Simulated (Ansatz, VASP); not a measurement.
# One calculation of Pb, two programs

INCAR

```
ALGO = Normal
EDIFF = 1E-6
ENCUT = 520
GGA = PE
ISIF = 2
ISMEAR = 1
LASPH = T
LCHARG = F
LREAL = F
LWAVE = F
NBANDS = 13
NELM = 100
PREC = Accurate
SIGMA = 0.1
```

Contents of KPOINTS:

```
k-points
0
Gamma
  11 11 11
```

POSCAR

```
Pb
1.0
    0.0000000000      2.5175937382      2.5175937382
    2.5175937382      0.0000000000      2.5175937382
    2.5175937382      2.5175937382      0.0000000000
Pb
1
Direct
    0.0000000000      0.0000000000      0.0000000000
```

Input for Ansatz:

```yaml
crystal:
  lattice:
    - [0.0, 2.5175937382, 2.5175937382]
    - [2.5175937382, 0.0, 2.5175937382]
    - [2.5175937382, 2.5175937382, 0.0]
  atoms:
    - { symbol: Pb, position: [0.0, 0.0, 0.0] }
hamiltonian:
  xc: pbe
  pseudopotentials:
    kind: paw
    azcp:
      Pb: "pseudopotentials/Pb.paw.azcp"
basis:
  ecutwfc: 420
  fft_grid_basis: typed
kpoints:
  mp_grid: { grid: [11, 11, 11], shift: [0, 0, 0] }
magnetization:
  spin_polarized: false
scf:
  occupations: { method: methfessel_paxton, width: 0.1 }
  lower_state_search: "off"
output:
  stress: true
```

Alike in both runs: task single point; functional PBE; k mesh 11 × 11 × 11; occupations methfessel-paxton of order 1, width 0.1 eV; no spin polarisation.

|  | VASP | Ansatz |
| --- | --- | --- |
| version | VASP 6.6.1 | Ansatz 0.2.0 |
| potentials or method | VASP PAW PBE potentials, release 64 (Pb_d) | plane waves (420 eV) with PAW, scalar-relativistic |
| plane-wave cutoff (eV) | 520 | 420 |
| valence electrons in the cell | 14 | 14 |

|  | VASP | Ansatz | Ansatz less VASP |
| --- | --- | --- | --- |
| pressure (GPa) | -0.2 | -0.1 | +0.06 |

The functional is the same, so the differences come from potentials, cutoffs and numerics.

The runs have no spin-orbit coupling, so splittings on Pb are missing.
